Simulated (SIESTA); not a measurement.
W:

```
W
1.0
    -1.58234    1.58234    1.58234
     1.58234   -1.58234    1.58234
     1.58234    1.58234   -1.58234
W
1
Direct
  0.00000 0.00000 0.00000
```

Base run:

```yaml
Program: SIESTA 5.4.2
Functional: PBE
Potentials_or_basis: PseudoDojo 0.4 standard (PBE files)
Basis: DZDP (energy shift 0.003 Ry; two zetas on semicore shells)
Grid_cutoff: 800 Ry
Energy_shift: 0.003 Ry
k_mesh: 12 × 12 × 12
Occupations: fermi-dirac, width 0.05 eV
Spin: no spin polarisation
```

Its results: band gap on the k mesh none (metal or under the smearing width); pressure 10.4 GPa.

Question: The run is repeated on the same cell with these changes: basis from DZDP (energy shift 0.003 Ry; two zetas on semicore shells) to TZP (energy shift 0.003 Ry; two zetas on semicore shells). What comes out?

Answer: Band gap on the k mesh none (metal or under the smearing width); pressure 9.2 GPa.

Caveats: short orbitals over semicore shells can move pressures by several GPa; the basis of atomic orbitals isn't converged, which shifts pressures, moduli and gaps.
